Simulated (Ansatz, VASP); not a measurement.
## C: VASP beside Ansatz

```xyz
2
Lattice="0.0000 1.5889 2.2467 1.5889 0.0000 2.2467 1.5889 1.5889 0.0000" Properties=species:S:1:pos:R:3 pbc="T T T"
C     1.5889    1.5889    2.2467
C     2.3834    2.3834    3.3701
```

Alike in both runs: task single point; functional PBEsol; k mesh 12 × 12 × 12; occupations gaussian, width 0.05 eV; no spin polarisation.

|  | VASP | Ansatz |
| --- | --- | --- |
| version | VASP 6.6.1 | Ansatz 0.2.0 |
| potentials or method | VASP PAW PBE potentials, release 64 (C) | scalar-relativistic, plane waves, PAW |
| plane-wave cutoff (eV) | 520 | 420 |
| valence electrons in the cell | 8 | 8 |

```tsv
	VASP	Ansatz	Ansatz less VASP
gap on the k mesh at the Fermi level (eV)	none	none	-
pressure (GPa)	2.2	1.4	-0.81
largest component of the traceless stress (GPa)	259.01	259.18	+0.179
```

A gap of «none» marks a metal or a gap that the smearing closes.

Caveats: the PAW data sets were made with another functional, which shifts forces and pressure a little (VASP).
